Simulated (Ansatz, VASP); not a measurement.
SiC: VASP beside Ansatz

```xyz
4
Lattice="3.1357 0.0000 0.0000 -1.5678 2.7156 0.0000 0.0000 0.0000 5.1471" Properties=species:S:1:pos:R:3 pbc="T T T"
Si    0.0000    1.8104    2.5715
Si    1.5678    0.9052    5.1450
C     0.0000    1.8104    4.5058
C     1.5678    0.9052    1.9323
```

Alike in both runs: task single point; functional r2SCAN; k mesh 9 × 9 × 4; no spin polarisation.

```csv
,VASP,Ansatz
version,VASP 6.6.1,Ansatz 0.2.0
potentials or method,"VASP PAW PBE potentials, release 64 (Si, C)","plane waves, PAW"
plane-wave cutoff (eV),520,500
occupations,"gaussian, width 0.01 eV",fixed
valence electrons in the cell,16,16
```

```csv
,VASP,Ansatz,Ansatz less VASP
gap on the k mesh at the Fermi level (eV),2.74,2.73,-0.006
pressure (GPa),-12.0,-11.8,+0.14
largest component of the traceless stress (GPa),0.22,0.21,-0.010
rms of the force components (eV/Å),0.006,0.006,+0.0001
```

Atom by atom the forces differ by 0.000 eV/Å (rms over components).

Caveats: the PAW data sets were made with another functional, which shifts forces and pressure a little (VASP); an odd mesh through Γ misses points on the zone boundary, where band edges often lie. r2SCAN opens gaps a little over a GGA but as a rule still falls short of measured ones.
